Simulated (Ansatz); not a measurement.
Trial structure of Re, not yet relaxed:

```
Re
1.0
     1.43269    0.82717    4.16271
    -1.43269    0.82717    4.16271
     0.00000   -1.65433    4.16271
Re
2
Direct
  0.23669 0.23669 0.23669
  0.76331 0.76331 0.76331
```

The calculation used DFT PBE, scalar-relativistic, plane waves, PAW (Ansatz). Cutoff 420 eV; k points 6×6×6 on the computed 2-atom cell (Γ-centred); Gaussian smearing, width 0.10 eV; no spin polarisation.

Energies count from the standard state of Re at the same level.

Problem. What does a single point on this coarse mesh give?

Solution. The pressure is 34.5 GPa (the mean over three directions, positive in compression), the largest force is 5.31 eV/Å, and the energy is +0.70 eV/atom against the standard state. The shortest distance is 2.41 Å.

Problem. Is it a good guess?

Solution. A rough one: relaxing gains about 0.63 eV/atom (the start's value is from the coarse mesh, so the gain is rough) in 10 ionic steps and ends at +0.06 eV/atom on the finer mesh. The symmetry goes from R-3m (No. 166) to Fm-3m (No. 225), and the primitive cell from 2 to 1 atom. The end has the fcc type. The volume per atom grows by 1.4 %, from 14.8 to 15.0 Å³. The shortest distance goes from 2.41 Å (Re–Re) to 2.77 Å (Re–Re). Conventional cell: a = 3.915 Å. Around Re lie 12 Re at 2.77 Å.

The last run used a 24×24×24 mesh for its 1-atom cell and Gaussian smearing of 0.10 eV. Spin–orbit coupling, which can matter for Re, is left out. The relaxation can't lower the symmetry of the start, and the grade says only how near the guess is to its own end. A later test with randomly moved atoms came back to the same energy, though modes that don't fit the test's cell weren't probed.
